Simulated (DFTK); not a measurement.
# Al (Fm-3m) in DFTK: settings compared

The runs below take Al through band structure, equation of state, with BJ06, PBEsol, LDA, r2SCAN.

Program: DFTK 0.8.2. These are calculated values, not measurements. Logs are shortened: lines on timing, memory, paths and dates and some standing lists are left out, and cuts for length are marked.

**Experimental background.**

From “The interpretation of polycrystalline coherent inelastic neutron scattering from aluminium”, 2013, pmc:3831299, for a bulk crystal of Al: bulk modulus 76.9 GPa.

The runs below are set against these values where they give the same quantity.

### 1 Starting point

It takes space group Fm-3m (No. 225, cubic). Conventional cell: a = 4.050 Å, b = 4.050 Å, c = 4.050 Å, α = 90.00°, β = 90.00°, γ = 90.00°. Around Al (site symmetry m-3m) lie 12 Al at 2.86 Å.

### 2 Band structure, BJ06

Contents of run.jl:

```julia
using DFTK
using PseudoPotentialData
using Unitful, UnitfulAtomic
using LinearAlgebra, Printf
include("save.jl")
disable_threading()

# lattice vectors are the columns
lattice = austrip(1u"Å") * [           0.0       2.024805       2.024805;
                 2.024805            0.0       2.024805;
                 2.024805       2.024805            0.0]
symbols   = [:Al]
positions = [[0.0, 0.0, 0.0]]
pseudopotentials = Dict(:Al => "Al.upf")
elements = Dict(s => ElementPsp(s, pseudopotentials; rcut=10.0) for s in unique(symbols))
atoms    = [elements[s] for s in symbols]

build_model(lattice, positions; symmetries=true) =
    model_DFT(lattice, atoms, positions;
              functionals=[:mgga_x_tb09, :lda_c_pw],
              temperature=austrip(0.05u"eV"),
              smearing=Smearing.FermiDirac(),
              symmetries)
Ecut  = 45.0  # hartree
kgrid = [11, 11, 11]
tol   = 1e-6
to_GPa = ustrip(uconvert(u"GPa", 1u"hartree/bohr^3"))

model = build_model(lattice, positions)
basis = PlaneWaveBasis(model; Ecut, kgrid)
display(basis)
scfres = self_consistent_field(basis;
                               tol,
                               nbandsalg=AdaptiveBands(model; n_bands_converge=10))
display(scfres.energies)
@printf "Fermi level: %.6f eV\n" ustrip(auconvert(u"eV", something(scfres.εF, NaN)))
println("Levels at the first k-point (eV): ", round.(ustrip.(auconvert.(u"eV", scfres.eigenvalues[1][1:scfres.n_bands_converge])); digits=4))
save_scf!(scfres)

points = Dict("G" => [0.0, 0.0, 0.0], "K" => [0.375, 0.375, 0.75], "L" => [0.5, 0.5, 0.5], "U" => [0.625, 0.25, 0.625], "W" => [0.5, 0.25, 0.75], "X" => [0.5, 0.0, 0.5])
segments = [("G", "X", 7), ("X", "W", 4), ("W", "K", 3), ("K", "G", 7), ("G", "L", 6), ("L", "U", 4), ("U", "W", 3), ("W", "L", 5), ("L", "K", 4), ("U", "X", 3)]
kcoords = vcat([[points[a] + t * (points[b] - points[a]) for t in range(0, 1, n)] for (a, b, n) in segments]...)
bands = compute_bands(scfres, ExplicitKpoints(kcoords); n_bands=12, tol=1e-5)
for (k, ε) in zip(bands.basis.kpoints, bands.eigenvalues)
    @printf "%d %8.4f %8.4f %8.4f " k.spin k.coordinate...
    println(join([@sprintf("%9.4f", e) for e in ustrip.(auconvert.(u"eV", ε .- scfres.εF))]))
end
results["band_energies"] = rows(bands.eigenvalues); results["band_kpoints"] = rows(kcoords)
```

Potentials or basis: SG15 1.2 (PBE).

Run with:

```sh
$ julia --threads=1 run.jl  # save.jl only writes the numbers to a file and isn't shown; printed stress counts tension as positive; times include loading and compiling
```

The log of the run:

```text
PlaneWaveBasis discretization:

    Ecut                 : 45.0 Ha
    fft_size             : (36, 36, 36), 46656 total points
    kgrid                : MonkhorstPack([11, 11, 11])
    num.   red. kpoints  : 1331
    num. irred. kpoints  : 56

    Discretized Model(mgga_x_tb09+lda_c_pw, 3D):
        lattice (in Bohr)    : [0         , 3.82633   , 3.82633   ]
                               [3.82633   , 0         , 3.82633   ]
                               [3.82633   , 3.82633   , 0         ]
        unit cell volume     : 112.04 Bohr³

        atoms                : Al
        atom potentials      : ElementPsp(:Al, "Al.upf")

        num. electrons       : 11
        spin polarization    : none
        temperature          : 0.0018375 Ha
        smearing             : DFTK.Smearing.FermiDirac()

        terms                : Kinetic()
                               AtomicLocal()
                               AtomicNonlocal()
                               Ewald(nothing)
                               PspCorrection()
                               Hartree()
                               Xc(mgga_x_tb09, lda_c_pw)
                               Entropy()
n     Energy            log10(ΔE)   log10(Δρ)   log10(Δτ)   Diag   Δtime
---   ---------------   ---------   ---------   ---------   ----   ------
  1   -61.93022694200                   -0.87        1.02    4.1    8.97s
  2   -62.11433377027       -0.73       -0.90        0.02    2.2    7.35s
  3   -62.09012796565   +   -1.62       -1.20       -0.82    2.4    6.71s
  4   -62.08534000886   +   -2.32       -1.55       -1.52    1.4    5.66s
  5   -62.07828282502   +   -2.15       -2.22       -1.40    1.7    5.59s
  6   -62.07915493787       -3.06       -2.93       -2.34    2.2    5.63s
  7   -62.07936886940       -3.67       -3.31       -2.93    2.4    6.28s
  8   -62.07933228468   +   -4.44       -3.66       -3.75    1.2    4.91s
  9   -62.07929695761   +   -4.45       -4.31       -3.64    2.0    6.17s
 10   -62.07929186840   +   -5.29       -5.14       -4.61    2.3    5.78s
 11   -62.07929099816   +   -6.06       -5.55       -5.15    2.5    5.53s
 12   -62.07929056753   +   -6.37       -6.32       -5.62    1.9    5.73s
Energy breakdown (in Ha):
    Kinetic             29.6013431
    AtomicLocal         -58.1595714
    AtomicNonlocal      -15.1499144
    Ewald               -36.2467926
    PspCorrection       1.2151663
    Hartree             17.3703194
    Xc                  -0.7096927
    Entropy             -0.0001482

    total               -62.079290567531
Fermi level: 7.381862 eV
Levels at the first k-point (eV): [-96.566, -57.7759, -57.7759, -57.7759, -3.7272, 20.096, 20.096, 20.096, 21.3332, 21.3332]
1   0.0000   0.0000   0.0000 -103.9479 -65.1578 -65.1578 -65.1578 -11.1090  12.7142  12.7142  12.7142  13.9513  13.9513  13.9513  16.2747
1   0.0833   0.0000   0.0833 -103.9476 -65.1592 -65.1583 -65.1583 -10.8587  10.8896  10.8896  11.2287  13.3906  16.1439  16.1439  16.8538
1   0.1667   0.0000   0.1667 -103.9470 -65.1629 -65.1599 -65.1599 -10.1103   8.9722   8.9722   9.1777  12.1148  12.5706  19.0835  19.0835
1   0.2500   0.0000   0.2500 -103.9462 -65.1680 -65.1619 -65.1619  -8.8722   7.4626   7.4626   7.4854   8.2509  10.9456  21.6565  21.9772
1   0.3333   0.0000   0.3333 -103.9453 -65.1731 -65.1640 -65.1640  -7.1592   4.3677   6.2561   6.3826   6.3826   9.9188  23.1515  24.4110
1   0.4167   0.0000   0.4167 -103.9447 -65.1768 -65.1655 -65.1655  -5.0047   0.9012   5.5137   5.7350   5.7350   9.2646  24.7744  26.2622
[... 38 lines left out ...]
1   0.5625   0.1250   0.5625 -103.9444 -65.1772 -65.1674 -65.1657  -2.7097  -1.3019   2.0347   5.7636   7.1734  11.3238  24.3147  25.2725
1   0.5000   0.0000   0.5000 -103.9444 -65.1781 -65.1661 -65.1661  -2.9692  -1.5726   5.2656   5.5193   5.5193   9.0407  25.6592  27.1041
```

It took 1.8 min on 1 thread of AMD EPYC 7R43 (Zen 3), shared host; peak memory 1.5 GiB.

What came out:

```yaml
Band_gap_on_the_k_mesh: none (metal or under the smearing width)
```

Levels at the corners of the path, in eV from the Fermi level:
| point | band 5 | band 6 | band 7 | band 8 | band 9 | band 10 |
| --- | --- | --- | --- | --- | --- | --- |
| Γ | -11.11 | 12.71 | 12.71 | 12.71 | 13.95 | 13.95 |
| X | -2.97 | -1.57 | 5.27 | 5.52 | 5.52 | 9.04 |
| W | -0.89 | -0.89 | 0.24 | 1.02 | 15.82 | 15.82 |
| K | -1.93 | -1.36 | -0.41 | 6.50 | 8.19 | 15.66 |
| Γ | -11.11 | 12.71 | 12.71 | 12.71 | 13.95 | 13.95 |
| L | -4.58 | -4.41 | 11.25 | 11.25 | 11.58 | 11.58 |
| U | -1.93 | -1.36 | -0.41 | 6.50 | 8.19 | 15.66 |
| W | -0.89 | -0.89 | 0.24 | 1.02 | 15.82 | 15.82 |
| L | -4.58 | -4.41 | 11.25 | 11.25 | 11.58 | 11.58 |
| K | -1.93 | -1.36 | -0.41 | 6.50 | 8.19 | 15.66 |
| U | -1.93 | -1.36 | -0.41 | 6.50 | 8.19 | 15.66 |
| X | -2.97 | -1.57 | 5.27 | 5.52 | 5.52 | 9.04 |

Caveat: the program leaves the constant c of mgga_x_tb09 at 1, so the potential is Becke-Johnson's (BJ06) and not Tran and Blaha's, with levels but no total energy; the potentials were made for another functional, which shifts forces and pressure.

### 3 Band structure, PBEsol

Changes to run.jl since step 2:

```diff
@@ -19,3 +19,3 @@
     model_DFT(lattice, atoms, positions;
-              functionals=[:mgga_x_tb09, :lda_c_pw],
+              functionals=PBEsol(),
               temperature=austrip(0.05u"eV"),
@@ -36,4 +36,12 @@
 @printf "Fermi level: %.6f eV\n" ustrip(auconvert(u"eV", something(scfres.εF, NaN)))
+forces = compute_forces_cart(scfres)
+println("Forces (eV/Å)")
+for (s, f) in zip(symbols, forces)
+    @printf "%-3s %12.6f %12.6f %12.6f\n" s ustrip.(auconvert.(u"eV/Å", f))...
+end
+stress = compute_stresses_cart(scfres)
+println("Stress (GPa)")
+display(round.(stress * to_GPa; digits=4))
 println("Levels at the first k-point (eV): ", round.(ustrip.(auconvert.(u"eV", scfres.eigenvalues[1][1:scfres.n_bands_converge])); digits=4))
-save_scf!(scfres)
+save_scf!(scfres; forces, stress)
```

Potentials or basis: SG15 1.2 (PBE).

Run with:

```sh
$ julia --threads=1 run.jl  # save.jl only writes the numbers to a file and isn't shown; printed stress counts tension as positive; times include loading and compiling
```

Run time: 51 s. Hardware: 1 thread of Intel Xeon 6975P-C (Granite Rapids), shared host; peak memory 1.5 GiB.

The run converged. Its results:

```
Free energy            : -1880.3141 eV
Pressure               : -1.7 GPa
Band gap on the k mesh : none (metal or under the smearing width)
```

Levels at the corners of the path, in eV from the Fermi level:
```csv
point,band 5,band 6,band 7,band 8,band 9
Γ,-11.13,12.69,12.69,12.69,14.04
X,-2.92,-1.63,5.31,5.55,5.55
W,-0.85,-0.85,0.17,1.03,15.85
K,-1.88,-1.36,-0.44,6.52,8.20
Γ,-11.13,12.69,12.69,12.69,14.04
L,-4.59,-4.40,11.34,11.34,11.51
U,-1.88,-1.36,-0.44,6.52,8.20
W,-0.85,-0.85,0.17,1.03,15.85
L,-4.59,-4.40,11.34,11.34,11.51
K,-1.88,-1.36,-0.44,6.52,8.20
U,-1.88,-1.36,-0.44,6.52,8.20
X,-2.92,-1.63,5.31,5.55,5.55
```

Caveat: the potentials were made for another functional, which shifts forces and pressure.

### 4 Band structure, LDA

Changes to run.jl since step 3:

```diff
@@ -7,10 +7,9 @@
 
-# lattice vectors are the columns
-lattice = austrip(1u"Å") * [           0.0       2.024805       2.024805;
-                 2.024805            0.0       2.024805;
-                 2.024805       2.024805            0.0]
-symbols   = [:Al]
-positions = [[0.0, 0.0, 0.0]]
-pseudopotentials = Dict(:Al => "Al.upf")
-elements = Dict(s => ElementPsp(s, pseudopotentials; rcut=10.0) for s in unique(symbols))
+lines     = readlines("Al.xyz")
+cell_ang  = reshape(parse.(Float64, split(match(r"Lattice=\"([^\"]+)\"", lines[2])[1])), 3, 3)
+lattice   = austrip(1u"Å") * cell_ang
+symbols   = [Symbol(split(l)[1]) for l in lines[3:end]]
+positions = [round.(cell_ang \ parse.(Float64, split(l)[2:4]); digits=9) for l in lines[3:end]]
+pseudopotentials = PseudoFamily("cp2k.nc.sr.lda.v0_1.semicore.gth")
+elements = Dict(s => ElementPsp(s, pseudopotentials) for s in unique(symbols))
 atoms    = [elements[s] for s in symbols]
@@ -19,3 +18,3 @@
     model_DFT(lattice, atoms, positions;
-              functionals=PBEsol(),
+              functionals=LDA(),
               temperature=austrip(0.05u"eV"),
@@ -23,3 +22,3 @@
               symmetries)
-Ecut  = 45.0  # hartree
+Ecut  = 27.0  # hartree
 kgrid = [11, 11, 11]
@@ -33,3 +32,3 @@
                                tol,
-                               nbandsalg=AdaptiveBands(model; n_bands_converge=10))
+                               nbandsalg=AdaptiveBands(model; n_bands_converge=6))
 display(scfres.energies)
@@ -50,3 +49,3 @@
 kcoords = vcat([[points[a] + t * (points[b] - points[a]) for t in range(0, 1, n)] for (a, b, n) in segments]...)
-bands = compute_bands(scfres, ExplicitKpoints(kcoords); n_bands=12, tol=1e-5)
+bands = compute_bands(scfres, ExplicitKpoints(kcoords); n_bands=8, tol=1e-5)
 for (k, ε) in zip(bands.basis.kpoints, bands.eigenvalues)
```

Contents of Al.xyz:

```xyz
1
Lattice="0.0000000000 2.0248050000 2.0248050000 2.0248050000 0.0000000000 2.0248050000 2.0248050000 2.0248050000 0.0000000000" Properties=species:S:1:pos:R:3 pbc="T T T"
Al     0.0000000000      0.0000000000      0.0000000000
```

Potentials or basis: cp2k.nc.sr.lda.v0_1.semicore.gth (LDA, GTH).

Run with:

```sh
$ julia --threads=1 run.jl  # save.jl only writes the numbers to a file and isn't shown; printed stress counts tension as positive; times include loading and compiling
```

It took 23 s on 1 thread of Intel Xeon 6975P-C (Granite Rapids), shared host; peak memory 1.3 GiB.

Results (log left out):

```yaml
Free_energy: -57.1118 eV
Pressure: -4.2 GPa
Band_gap_on_the_k_mesh: none (metal or under the smearing width)
```

Levels at the corners of the path, in eV from the Fermi level:
```tsv
point	band 1	band 2	band 3	band 4	band 5	band 6
Γ	-11.11	12.63	12.63	12.63	13.60	13.60
X	-2.93	-1.62	5.37	5.46	5.46	8.80
W	-0.85	-0.85	0.22	0.91	15.71	15.71
K	-1.89	-1.35	-0.47	6.43	8.14	15.38
Γ	-11.11	12.63	12.63	12.63	13.60	13.60
L	-4.58	-4.41	11.04	11.04	11.50	11.50
U	-1.89	-1.35	-0.47	6.43	8.14	15.38
W	-0.85	-0.85	0.22	0.91	15.71	15.71
L	-4.58	-4.41	11.04	11.04	11.50	11.50
K	-1.89	-1.35	-0.47	6.43	8.14	15.38
U	-1.89	-1.35	-0.47	6.43	8.14	15.38
X	-2.93	-1.62	5.37	5.46	5.46	8.80
```

Caveat: GTH potentials come without recommended cutoffs, and this one wasn't checked for convergence.

### 5 Band structure, BJ06

Changes to run.jl since step 4:

```diff
@@ -12,3 +12,3 @@
 positions = [round.(cell_ang \ parse.(Float64, split(l)[2:4]); digits=9) for l in lines[3:end]]
-pseudopotentials = PseudoFamily("cp2k.nc.sr.lda.v0_1.semicore.gth")
+pseudopotentials = PseudoFamily("cp2k.nc.sr.pbe.v0_1.largecore.gth")
 elements = Dict(s => ElementPsp(s, pseudopotentials) for s in unique(symbols))
@@ -18,3 +18,3 @@
     model_DFT(lattice, atoms, positions;
-              functionals=LDA(),
+              functionals=[:mgga_x_tb09, :lda_c_pw],
               temperature=austrip(0.05u"eV"),
@@ -22,3 +22,3 @@
               symmetries)
-Ecut  = 27.0  # hartree
+Ecut  = 35.0  # hartree
 kgrid = [11, 11, 11]
@@ -32,15 +32,8 @@
                                tol,
-                               nbandsalg=AdaptiveBands(model; n_bands_converge=6))
+                               nbandsalg=AdaptiveBands(model; n_bands_converge=6),
+                               solver=ScfAndersonSolver())
 display(scfres.energies)
 @printf "Fermi level: %.6f eV\n" ustrip(auconvert(u"eV", something(scfres.εF, NaN)))
-forces = compute_forces_cart(scfres)
-println("Forces (eV/Å)")
-for (s, f) in zip(symbols, forces)
-    @printf "%-3s %12.6f %12.6f %12.6f\n" s ustrip.(auconvert.(u"eV/Å", f))...
-end
-stress = compute_stresses_cart(scfres)
-println("Stress (GPa)")
-display(round.(stress * to_GPa; digits=4))
 println("Levels at the first k-point (eV): ", round.(ustrip.(auconvert.(u"eV", scfres.eigenvalues[1][1:scfres.n_bands_converge])); digits=4))
-save_scf!(scfres; forces, stress)
+save_scf!(scfres)
```

Al.xyz is that of step 4.

Potentials or basis: cp2k.nc.sr.pbe.v0_1.largecore.gth (PBE, GTH).

Run with:

```sh
$ julia --threads=1 run.jl  # save.jl only writes the numbers to a file and isn't shown; printed stress counts tension as positive; times include loading and compiling
```

It took 23 s on 1 thread of Intel Xeon 6975P-C (Granite Rapids), shared host; peak memory 1.4 GiB.

The run converged. Its results:

```
Band gap on the k mesh : none (metal or under the smearing width)
```

Levels at the corners of the path, in eV from the Fermi level:
| point | band 1 | band 2 | band 3 | band 4 | band 5 | band 6 |
| --- | --- | --- | --- | --- | --- | --- |
| Γ | -11.12 | 12.58 | 12.58 | 12.58 | 14.30 | 14.30 |
| X | -3.02 | -1.50 | 4.99 | 5.70 | 5.70 | 9.28 |
| W | -0.93 | -0.93 | 0.11 | 1.43 | 15.75 | 15.75 |
| K | -1.97 | -1.43 | -0.24 | 6.67 | 8.18 | 15.72 |
| Γ | -11.12 | 12.58 | 12.58 | 12.58 | 14.30 | 14.30 |
| L | -4.68 | -4.29 | 11.43 | 11.43 | 11.60 | 11.60 |
| U | -1.97 | -1.43 | -0.24 | 6.67 | 8.18 | 15.72 |
| W | -0.93 | -0.93 | 0.11 | 1.43 | 15.75 | 15.75 |
| L | -4.68 | -4.29 | 11.43 | 11.43 | 11.60 | 11.60 |
| K | -1.97 | -1.43 | -0.24 | 6.67 | 8.18 | 15.72 |
| U | -1.97 | -1.43 | -0.24 | 6.67 | 8.18 | 15.72 |
| X | -3.02 | -1.50 | 4.99 | 5.70 | 5.70 | 9.28 |

Caveat: the program leaves the constant c of mgga_x_tb09 at 1, so the potential is Becke-Johnson's (BJ06) and not Tran and Blaha's, with levels but no total energy; GTH potentials come without recommended cutoffs, and this one wasn't checked for convergence; the potentials were made for another functional, which shifts forces and pressure.

(Continued in part 2 of 2.)
